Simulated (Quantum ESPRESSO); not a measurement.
Crystal: C.

```
C
1.0
     1.22805   -2.12706    0.00000
     1.22805    2.12706    0.00000
     0.00000    0.00000    7.17327
C
4
Cartesian
  0.2850 -0.4290 5.5672
  1.1330 -0.3300 1.7159
  1.1330 -1.7476 1.7159
  1.1330 0.3795 5.3475
```

Base run:

| Property | Result |
| --- | --- |
| Program | Quantum ESPRESSO 7.5 |
| Functional | PBE |
| Potentials or basis | SSSP 1.3 efficiency PBE |
| Cutoff | 748 eV |
| Density cutoff | 5987 eV |
| k mesh | 12 × 12 × 4 |
| Occupations | fermi-dirac, width 0.05 eV |
| Spin | no spin polarisation |

Its results: band gap on the k mesh none (metal or under the smearing width); pressure 23.3 GPa; largest force 13.095 eV/Å.

Task: The run is repeated on the same cell with these changes: functional from PBE to BEEF-vdW; occupations from fermi-dirac, width 0.05 eV to gaussian, width 0.1 eV. What comes out?

Result: Band gap on the k mesh none (metal or under the smearing width); pressure 22.4 GPa; largest force 12.906 eV/Å.

Caveats: so large a pressure means that the cell lies far from this level's equilibrium, or that cutoff or potentials fall short; forces of over 1 eV/Å show positions far from the minimum, so gaps and moduli don't describe the material at rest (some runs); the potentials were made for another functional, which shifts forces and pressure (some runs).
